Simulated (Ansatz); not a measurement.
## Pressure coefficients of RbCl

```yaml
crystal:
  lattice:
    - [0.00000, 3.34896, 3.34896]
    - [3.34896, 0.00000, 3.34896]
    - [3.34896, 3.34896, 0.00000]
  atoms:
    - { symbol: Rb, position: [0.00000, 0.00000, 0.00000] }
    - { symbol: Cl, position: [0.50000, 0.50000, 0.50000] }
```

The cell was built from the rocksalt type and relaxed in the same program, and has space group Fm-3m; it needn't be a known or the stable phase.

Theory: DFT, PBE, all-electron LAPW, scalar-relativistic in Ansatz 0.2.0.

Sampling and basis: a Γ-centred 10×10×10 k mesh, Fermi–Dirac smearing of 0.05 eV, basis error target 1 meV/atom, no spin polarisation.

The cell is scaled evenly with fractional coordinates held. Semilocal gaps are too small, but their slopes carry over better.

```csv
V/V(cell),P (GPa),gap on the k mesh (eV)
0.9500,0.84,4.996
0.9750,0.39,4.914
1.0000,0.01,4.836
1.0250,-0.32,4.761
```

Question: From the rows at 0.9750 and 1.0250, what is the bulk modulus at the cell's volume?

Answer: B = −ΔP/Δln V = −[(-0.32) − (0.39)]/0.05001 = 14.2 GPa.

Question: What are the gap's volume deformation potential and pressure coefficient?

Answer: dEg/dln V = (4.761 − 4.914)/0.05001 = -3.06 eV, and dEg/dP = −(dEg/dln V)/B = 215 meV/GPa: pressure widens the gap.

Question: Predict the row at V/V(cell) = 1.0500. How far is a linear estimate of P off?

Answer: P = -0.61 GPa, gap 4.690 eV. The linear estimate P(cell) − B ln(V/V(cell)) = -0.68 GPa misses by 0.07 GPa, since the modulus falls on expansion.
